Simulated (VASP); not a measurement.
# Mn (P6/mmm) in VASP: notebook

The runs below take Mn through single point, relaxation of cell and atoms, with r2SCAN.

Everything below comes from runs of VASP 6.6.1. Logs are shortened: lines on timing, memory, paths and dates and some standing lists are left out, and cuts for length are marked.

## 1. The crystal as given

Symmetry: P6/mmm, No. 191, hexagonal system. Conventional cell: a = 2.538 Å, b = 2.538 Å, c = 2.372 Å, α = 90.00°, β = 90.00°, γ = 120.00°. Mn (site symmetry 6/mmm) is surrounded by 8 Mn at 2.37 to 2.54 Å.

The cell was built by a generator and needn't be a form met in nature.

## 2. Single point, r2SCAN, collinear spin, typed start

POSCAR reads:

```
Mn
1.0
    2.5384469893      0.0000000000      0.0000000000
   -1.2692234946      2.1983595788      0.0000000000
    0.0000000000      0.0000000000      2.3718614056
Mn
1
Direct
    0.0000000000      0.0000000000      0.0000000000
```

INCAR.step1 reads:

```
SYSTEM = Mn
PREC = Accurate
ENCUT = 520
ISMEAR = 0
SIGMA = 0.1
LREAL = .FALSE.
LASPH = .TRUE.
NELM = 150
ISPIN = 2
MAGMOM = 4
LMAXMIX = 4
NBANDS = 16
GGA = PE
ALGO = Normal
EDIFF = 1E-4
LWAVE = .TRUE.
LCHARG = .FALSE.
```

INCAR.step2 reads:

```
SYSTEM = Mn
PREC = Accurate
ENCUT = 520
EDIFF = 1E-6
ISMEAR = 0
SIGMA = 0.1
LREAL = .FALSE.
LASPH = .TRUE.
NELM = 150
ALGO = Normal
ISIF = 2
LWAVE = .FALSE.
LCHARG = .FALSE.
ISPIN = 2
MAGMOM = 4
LORBIT = 11
LMAXMIX = 4
METAGGA = R2SCAN
LMIXTAU = .TRUE.
NBANDS = 16
ISTART = 1
```

KPOINTS reads:

```
Automatic mesh
0
G
  9 9 8
  0 0 0
```

Potentials or basis: VASP PAW PBE potentials, release 64 (Mn_pv).

Launch:

```
> cat potpaw_PBE.64/Mn_pv/POTCAR > POTCAR
> cp INCAR.step1 INCAR
> mpirun -np 1 vasp_std > vasp.out
> cp INCAR.step2 INCAR
> mpirun -np 1 vasp_std > vasp.out
```

OUTCAR:

```text
SYSTEM = Mn
   PREC = Accurate
   ENCUT = 520
   EDIFF = 1E-6
   ISMEAR = 0
   LREAL = .FALSE.
   LASPH = .TRUE.
   NELM = 150
   ISIF = 2
   ISPIN = 2
   LORBIT = 11
   METAGGA = R2SCAN
   ISTART = 1

 ion  position               nearest neighbor table
   1  0.000  0.000  0.000-

  LATTYP: Found a hexagonal cell.
 ALAT       =     2.5384469893
 C/A-ratio  =     0.9343750000

  Lattice vectors:

 A1 = (   2.5384469893,   0.0000000000,   0.0000000000)
 A2 = (  -1.2692234946,   2.1983595788,   0.0000000000)
 A3 = (   0.0000000000,   0.0000000000,   2.3718614056)

Analysis of symmetry for initial positions (statically):
=====================================================================
 Subroutine PRICEL returns:
 Original cell was already a primitive cell.

 Routine SETGRP: Setting up the symmetry group for a
 hexagonal supercell.

 Subroutine GETGRP returns: Found 24 space group operations
 (whereof 24 operations were pure point group operations)
 out of a pool of 24 trial point group operations.

The static configuration has the point symmetry D_6h.

Analysis of symmetry for dynamics (positions and initial velocities):
=====================================================================
 Subroutine PRICEL returns:
 Original cell was already a primitive cell.

 Routine SETGRP: Setting up the symmetry group for a
 hexagonal supercell.

 Subroutine GETGRP returns: Found 24 space group operations
 (whereof 24 operations were pure point group operations)
 out of a pool of 24 trial point group operations.

The dynamic configuration has the point symmetry D_6h.

Analysis of structural, dynamic, and magnetic symmetry:
=====================================================================
 Subroutine PRICEL returns:
 Original cell was already a primitive cell.

 Routine SETGRP: Setting up the symmetry group for a
 hexagonal supercell.

 Subroutine GETGRP returns: Found 24 space group operations
 (whereof 24 operations were pure point group operations)
 out of a pool of 24 trial point group operations.

The overall configuration has the point symmetry D_6h.

 Subroutine INISYM returns: Found 24 space group operations
 (whereof 24 operations are pure point group operations),
 and found     1 'primitive' translations

----------------------------------------------------------------------------------------

                                     Primitive cell

  volume of cell :      13.2360

  direct lattice vectors                    reciprocal lattice vectors
     2.538446989  0.000000000  0.000000000     0.393941652  0.227442319  0.000000000
    -1.269223495  2.198359579  0.000000000     0.000000000  0.454884637  0.000000000
     0.000000000  0.000000000  2.371861406     0.000000000  0.000000000  0.421609795

  length of vectors
     2.538446989  2.538446989  2.371861406     0.454884637  0.454884637  0.421609795

  position of ions in fractional coordinates (direct lattice)
     0.000000000  0.000000000  0.000000000

  ion indices of the primitive-cell ions
   primitive index   ion index
                 1           1

----------------------------------------------------------------------------------------

 KPOINTS: Automatic mesh

Automatic generation of k-mesh.
 Grid dimensions read from file:
 generate k-points for:    9    9    8

 Generating k-lattice:

  Cartesian coordinates                     Fractional coordinates (reciprocal lattice)
     0.043771295  0.025271369  0.000000000     0.111111111  0.000000000  0.000000000
     0.000000000  0.050542737  0.000000000     0.000000000  0.111111111  0.000000000
     0.000000000  0.000000000  0.052701224     0.000000000  0.000000000  0.125000000

  Length of vectors
     0.050542737  0.050542737  0.052701224

  Shift w.r.t. Gamma in fractional coordinates (k-lattice)
     0.000000000  0.000000000  0.000000000

 Subroutine IBZKPT returns following result:
 ===========================================

 Found     60 irreducible k-points:

 Following reciprocal coordinates:
            Coordinates               Weight
  0.000000  0.000000  0.000000      1.000000
  0.111111  0.000000  0.000000      6.000000
  0.222222  0.000000  0.000000      6.000000
  0.333333 -0.000000  0.000000      6.000000
  0.444444  0.000000  0.000000      6.000000
  0.111111  0.111111  0.000000      6.000000
[... 16 lines left out ...]
  0.333333  0.222222  0.125000     24.000000
  0.333333  0.333333  0.125000      4.000000
 [... further k-points ...]
   k-points           NKPTS =     60   k-points in BZ     NKDIM =     60   number of bands    NBANDS=     16
   number of dos      NEDOS =    301   number of ions     NIONS =      1
   total plane-waves  NPLWV =   7200
   dimension x,y,z NGX =    20 NGY =   20 NGZ =   18
   dimension x,y,z NGXF=    40 NGYF=   40 NGZF=   36
   ions per type =               1
   NGX,Y,Z   is equivalent  to a cutoff of  13.10, 13.10, 12.62 a.u.
   NGXF,Y,Z  is equivalent  to a cutoff of  26.20, 26.20, 25.23 a.u.
 SYSTEM =  Mn
   PREC   = accura    normal or accurate (medium, high low for compatibility)
   ISTART =      1    job   : 0-new  1-cont  2-samecut
   ICHARG =      0    charge: 1-file 2-atom 10-const
   ISPIN  =      2    spin polarized calculation?
   LNONCOLLINEAR =      F non collinear calculations
   LSORBIT =      F    spin-orbit coupling
   LASPH  =      T    aspherical Exc in radial PAW
   ENCUT  =  520.0 eV  38.22 Ry    6.18 a.u.   4.72  4.72  4.41*2*pi/ulx,y,z
   NELM   =    150;   NELMIN=  2; NELMDL=  0     # of ELM steps
   EDIFF  = 0.1E-05   stopping-criterion for ELM
   LREAL  =      F    real-space projection
   EDIFFG = 0.1E-04   stopping-criterion for IOM
   NSW    =      0    number of steps for IOM
   IBRION =     -1    ionic relax: 0-MD 1-quasi-New 2-CG
   NFREE  =      0    steps in history (QN), initial steepest desc. (CG)
   ISIF   =      2    stress and relaxation
   ISYM   =      2    0-nonsym 1-usesym 2-fastsym
   POTIM  = 0.5000    time-step for ionic-motion
   TEBEG  =    0.0;   TEEND  =   0.0 temperature during run
   PSTRESS=    0.0 pullay stress
   NELECT =      13.0000    total number of electrons
   NUPDOWN=      -1.0000    fix difference up-down
   EMIN   =  10.00;   EMAX   =-10.00  energy-range for DOS
   EFERMI =   0.00;   METHOD = LEGACY
   ISMEAR =     0;   SIGMA  =   0.10  broadening in eV -4-tet -1-fermi 0-gaus
   EFERMI_NEDOS =   21; number of points for ismear=-14 and -15
   IALGO  =     38    algorithm
   IMIX   =      4    mixing-type and parameters
     AMIX     =   0.40;   BMIX     =  1.00
     AMIX_MAG =   1.60;   BMIX_MAG =  1.00
  volume/ion in A,a.u.               =      13.24        89.32
  Fermi-wavevector in a.u.,A,eV,Ry     =   1.627311  3.075172 36.030148  2.648141
  Thomas-Fermi vector in A             =   2.720127
   LORBIT       =     11    0 simple, 1 ext, 2 COOP (PROOUT), +10 PAW based schemes
   METAGGA = R2SCAN    functional components
   LHFCALC =     F    Hartree Fock is set to
   AEXX    =    0.0000 exact exchange contribution
   IVDW    =     0    specifies the selected vdW correction
   LEPSILON=     F    determine dielectric tensor
   LRPA    =     F    only Hartree local field effects (RPA)
 spin polarized calculation
 Gauss-broadening in eV      SIGMA  =   0.10
  energy-cutoff  :      520.00
  volume of cell :       13.24
 maximum number of plane-waves:       369
 NGX is ok and might be reduce to    20
   NGX =  9   NGY =  9   NGZ =  9

 number of electron      12.9999997 magnetization       2.6048014

 Free energy of the ion-electron system (eV)
  ---------------------------------------------------
  ext. energy  EPLUGINS =         0.00000000
  ---------------------------------------------------
  free energy    TOTEN  =       -13.98791878 eV

  energy without entropy =      -13.98036569  energy(sigma->0) =      -13.98414223

 E-fermi :   7.7434     XC(G=0): -13.8286

 val. band max:        7.7314720719   @ k =   0.3333  -0.0000   0.2500
 cond. band min:       7.7683528667   @ k =   0.2222   0.1111   0.1250
 fundamental gap:      0.0368807947
 Fermi energy:         7.7434113533

 spin component 1

 k-point     1 :       0.0000    0.0000    0.0000
  band No.  band energies     occupation
      1     -42.8774      1.00000
      2     -42.8773      1.00000
      3     -42.6454      1.00000
      4       0.0782      1.00000
      5       4.2693      1.00000
      6       5.8625      1.00000
[... 8 lines left out ...]
     15      34.1141      0.00000
     16      35.2447      0.00000

 k-point     2 :       0.1111    0.0000    0.0000
  band No.  band energies     occupation
      1     -42.9324      1.00000
      2     -42.8902      1.00000
      3     -42.6396      1.00000
      4       0.5204      1.00000
      5       4.3861      1.00000
      6       5.6620      1.00000
[... 8 lines left out ...]
     15      34.1662      0.00000
     16      37.9980      0.00000

 k-point     3 :       0.2222    0.0000    0.0000
  band No.  band energies     occupation
      1     -43.0706      1.00000
      2     -42.9228      1.00000
      3     -42.6250      1.00000
      4       1.7117      1.00000
      5       4.5962      1.00000
      6       5.3831      1.00000
[... 8 lines left out ...]
     15      34.2095      0.00000
     16      41.5437      0.00000
[... 362 lines left out ...]
 k-point    23 :       0.3333    0.2222    0.1250
  band No.  band energies     occupation
      1     -43.2578      1.00000
      2     -43.0883      1.00000
      3     -42.6784      1.00000
      4       4.3850      1.00000
      5       5.1485      1.00000
      6       5.5502      1.00000
[... 8 lines left out ...]
     15      37.4663      0.00000
     16      39.0614      0.00000

 k-point    24 :       0.3333    0.3333    0.1250
  band No.  band energies     occupation
      1     -43.1898      1.00000
      2     -43.1897      1.00000
      3     -42.6753      1.00000
      4       4.9519      1.00000
      5       4.9520      1.00000
      6       5.5516      1.00000
[... 8 lines left out ...]
     15      37.3891      0.00000
     16      41.8291      0.00000

 [... further k-points ...]

 spin component 2

 k-point     1 :       0.0000    0.0000    0.0000
  band No.  band energies     occupation
      1     -39.1032      1.00000
      2     -39.1031      1.00000
      3     -38.8728      1.00000
      4      -0.0618      1.00000
      5       6.1697      1.00000
      6       9.0215      0.00000
[... 8 lines left out ...]
     15      36.4267      0.00000
     16      36.4271      0.00000

 k-point     2 :       0.1111    0.0000    0.0000
  band No.  band energies     occupation
      1     -39.1678      1.00000
      2     -39.1176      1.00000
      3     -38.8663      1.00000
      4       0.3967      1.00000
      5       6.3030      1.00000
      6       8.6972      0.00000
[... 8 lines left out ...]
     15      39.3271      0.00000
     16      39.6686      0.00000

 k-point     3 :       0.2222    0.0000    0.0000
  band No.  band energies     occupation
      1     -39.3298      1.00000
      2     -39.1542      1.00000
      3     -38.8496      1.00000
      4       1.6833      1.00000
      5       6.6103      1.00000
      6       8.0001      0.00014
[... 8 lines left out ...]
     15      40.1799      0.00000
     16      42.7808      0.00000
[... 362 lines left out ...]
 k-point    23 :       0.3333    0.2222    0.1250
  band No.  band energies     occupation
      1     -39.5462      1.00000
      2     -39.3462      1.00000
      3     -38.9094      1.00000
      4       6.1018      1.00000
      5       6.8423      1.00000
      6       7.5716      0.99245
[... 8 lines left out ...]
     15      40.1255      0.00000
     16      40.9319      0.00000

 k-point    24 :       0.3333    0.3333    0.1250
  band No.  band energies     occupation
      1     -39.4657      1.00000
      2     -39.4656      1.00000
      3     -38.9057      1.00000
      4       6.7528      1.00000
      5       6.7528      1.00000
      6       7.5330      0.99854
[... 8 lines left out ...]
     15      40.2215      0.00000
     16      43.3347      0.00000

 [... further k-points ...]

------------------------ aborting loop because EDIFF is reached ----------------------------------------

  FORCE on cell =-STRESS in cart. coord.  units (eV):
  Direction    XX          YY          ZZ          XY          YZ          ZX
  --------------------------------------------------------------------------------------
  -------------------------------------------------------------------------------------
  Total       -0.1351270     -0.1351270      0.5272079     -0.0000000      0.0000000      0.0000000
  in kB      -16.3567383    -16.3567383     63.8169979     -0.0000000      0.0000000      0.0000000
  external PRESSURE =      10.3678404 kB  Pullay stress =       0.0000000 kB

 VOLUME and BASIS-vectors are now :
 -----------------------------------------------------------------------------
  energy-cutoff  :      520.00
  volume of cell :       13.24
      direct lattice vectors                 reciprocal lattice vectors
     2.538446989  0.000000000  0.000000000     0.393941652  0.227442319  0.000000000
    -1.269223495  2.198359579  0.000000000     0.000000000  0.454884637  0.000000000
     0.000000000  0.000000000  2.371861406     0.000000000  0.000000000  0.421609795

 POSITION                                       TOTAL-FORCE (eV/Angst)
 -----------------------------------------------------------------------------------
      0.00000      0.00000      0.00000         0.000000      0.000000      0.000000
 -----------------------------------------------------------------------------------
    total drift:                               -0.000000      0.000000      0.000000

  FREE ENERGIE OF THE ION-ELECTRON SYSTEM (eV)
  ---------------------------------------------------
  free  energy   TOTEN  =       -13.9879187800 eV

  energy  without entropy=      -13.9803656857  energy(sigma->0) =      -13.98414223

 total charge

# of ion       s       p       d       tot
------------------------------------------
    1        0.410   6.279   5.090  11.780

 magnetization (x)

# of ion       s       p       d       tot
------------------------------------------
    1       -0.003  -0.018   2.647   2.626
```

Wall time 44 s (1 thread of Intel Xeon 6975P-C (Granite Rapids), shared host); peak memory 0.14 GiB.

What came out:

- Free energy: -13.9879 eV
- Pressure: 1.0 GPa
- Band gap on the k mesh: none (metal or under the smearing width)
- Net moment: 2.60 μB per cell
- Site moments: Mn +2.63 μB
- Valence electrons inside the program's atomic spheres: Mn 11.78

Stress tensor (GPa, compression positive):
```
-1.64  0.00  0.00
 0.00 -1.64  0.00
 0.00  0.00  6.38
```

Caveat: the PAW data sets were made with another functional, which shifts forces and pressure a little.

(Continued in part 2 of 2.)
